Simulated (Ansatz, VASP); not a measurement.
# Sc in VASP and in Ansatz

```
Sc
1.0
     3.27608    0.00000    0.00000
    -1.63804    2.83717    0.00000
     0.00000    0.00000    5.10511
Sc
2
Direct
  0.33333 0.66667 0.25000
  0.66667 0.33333 0.75000
```

Alike in both runs: functional PBEsol; k mesh 15 × 15 × 8; occupations fermi-dirac, width 0.1 eV; no spin polarisation.

Ansatz relaxed the structure, and its values are those at the end. VASP's run is a single point on that final structure, the one shown.

```csv
,VASP,Ansatz
version,VASP 6.6.1,Ansatz 0.2.0
potentials or method,"VASP PAW PBE potentials, release 64 (Sc_sv)","PAW with Ansatz's default frozen-core files, scalar-relativistic"
plane-wave cutoff (eV),520,420
valence electrons in the cell,22,22
```

```csv
,VASP,Ansatz,Ansatz less VASP
pressure (GPa),0.0,0.0,0.00
```

Caveats: the PAW data sets were made with another functional, which shifts forces and pressure a little (VASP).
